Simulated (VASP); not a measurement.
# AgCl: convergence, self-consistent run

AgCl, Fm-3m (no. 225), 2 atoms in the cell. LDA; PAW potentials Ag, Cl (LDA set). VASP 6.6.1.

Wanted: energy within 0.2 meV/atom; levels at the zone centre within 0.003 eV.

What the run is for: comparing ways to start; Accuracy asked: tight.

Levels at the zone centre: counted from the valence top at that point.

POSCAR:
```
AgCl
1.0
    0.0000000000      2.7350000000      2.7350000000
    2.7350000000      0.0000000000      2.7350000000
    2.7350000000      2.7350000000      0.0000000000
Ag Cl
1 1
Direct
    0.0000000000      0.0000000000      0.0000000000
    0.5000000000      0.5000000000      0.5000000000
```

## How the run starts (with a second run first, the time holds both)

| How the run starts (with a second run first, the time holds both) | Energy less reference (meV/atom) | Levels at the zone centre, largest deviation (eV) | Time (s) |
|---|---|---|---|
| from scratch: 11 SCF iterations | 0.00 | 0.0000 | 7.9 |
| density of a coarse mesh (ICHARG 1): 11 + 9 SCF iterations | 0.00 | 0.0003 | 10 |
| orbitals of a lower cutoff (ISTART 1): 11 + 5 SCF iterations | 0.00 | 0.0002 | 8.1 |
| orbitals of a loose run: 9 + 2 SCF iterations | 0.00 | 0.0004 | 5.9 |

Chosen: from scratch: 11 SCF iterations; no other choice that stays within half of the tolerance saves 30 % of the time.

The chosen settings are those of the reference run.

Values of the reference run: Levels at the zone centre: 0, 0, 3.116 eV from the valence top at Gamma.

## The input

INCAR:
```
SYSTEM = AgCl
ALGO = Normal ; EDIFF = 1E-6
EFERMI = MIDGAP ; ENCUT = 400
GGA = CA ; GGA_COMPAT = .FALSE.
ISIF = 2 ; ISMEAR = 0
LASPH = .TRUE. ; LCHARG = .FALSE.
LREAL = .FALSE. ; LWAVE = .FALSE.
NELM = 120 ; PREC = Accurate
SIGMA = 0.03
```

KPOINTS:
```
k-points
0
Gamma
  8 8 8
```

Commands:
```
cat potpaw_LDA.64/Ag/POTCAR potpaw_LDA.64/Cl/POTCAR > POTCAR
mpirun -np 1 vasp_std > vasp.out
```

The chosen input took VASP 6.6.1 7.9 s on 1 core (Intel Xeon Platinum 8259CL @ 2.50GHz (Skylake/Cascade Lake)), a shared host.

## An input that fails: restart asked without its files

VASP's message: ERROR: charge density could not be read from file CHGCAR for ICHARG>10.

Changes against the starting input:
```
- NELM = 120
+ NELM = 60
+ ICHARG = 11
```
